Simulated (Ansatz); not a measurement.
The system is TiO2.

```
Ti O
1.0
     2.96826    0.00000    0.00000
     0.00021    4.70761    0.00000
     1.48357    0.24235    7.08346
Ti O
3 6
Cartesian
  0.0111 0.0020 0.0050
  1.4933 2.3377 2.2452
  2.9797 2.6161 4.8486
  1.4969 0.9041 0.9105
  2.9795 1.5111 3.2009
  1.4967 1.6498 5.7110
  2.9804 3.3042 1.3825
  1.4963 3.4427 3.8925
  2.9811 4.0496 6.1826
```

The cell comes from a database or a generator and needn't be the stable form of this composition.

```yaml
Program: Ansatz 0.2.0
Task: relaxation of cell and atoms
Functional: PBE
Potentials_or_basis: Ansatz PAW
Cutoff: "420 eV (not typed: the program's choice for these potentials)"
k_mesh: 9 × 6 × 4
Occupations: fermi-dirac, width 0.05 eV
Spin: no spin polarisation
Hubbard_terms: Ti d U = 6 eV
```

At the start: volume 11.00 Å³/atom.

Problem. How do energy, volume and symmetry change on relaxing?

Solution. It ends after 11 steps and the volume is 11.54 Å³/atom (+4.9 %); space group C2/m (No. 12, to 0.05 Å).

Step by step:
```csv
step,energy change (eV),largest force (eV/Å),volume (Å³)
1,0.0000,0.2887,98.98
2,-0.1088,0.2834,102.71
3,-0.1170,0.0726,103.51
4,-0.1173,0.0503,103.60
5,-0.1180,0.0091,103.52
6,-0.1180,0.0104,103.55
7,-0.1180,0.0020,103.55
8,-0.1436,0.0026,103.55
9,-0.1429,0.0075,103.83
10,-0.1427,0.0019,103.86
11,-0.1441,0.0019,103.86
```

Final structure:
```xyz
9
Lattice="3.0373 -0.0001 0.0001 0.0001 4.7712 -0.0207 1.5183 0.2144 7.1661" Properties=species:S:1:pos:R:3 pbc="T T T"
Ti    0.0122    0.0019    0.0050
Ti    1.5308    2.3863    2.2501
Ti    3.0493    2.6032    4.9055
O     1.5308    0.9168    0.9005
O     3.0493    1.5540    3.2095
O     1.5306    1.6362    5.7628
O     3.0494    3.3532    1.3928
O     1.5307    3.4355    3.9461
O     3.0493    4.0727    6.2551
```

Caveat: the plane-wave basis is chosen anew once the cell has moved, so the energies of steps on either side of that aren't comparable; the pressure holds a Pulay correction of +0.7 GPa for the finite cutoff.
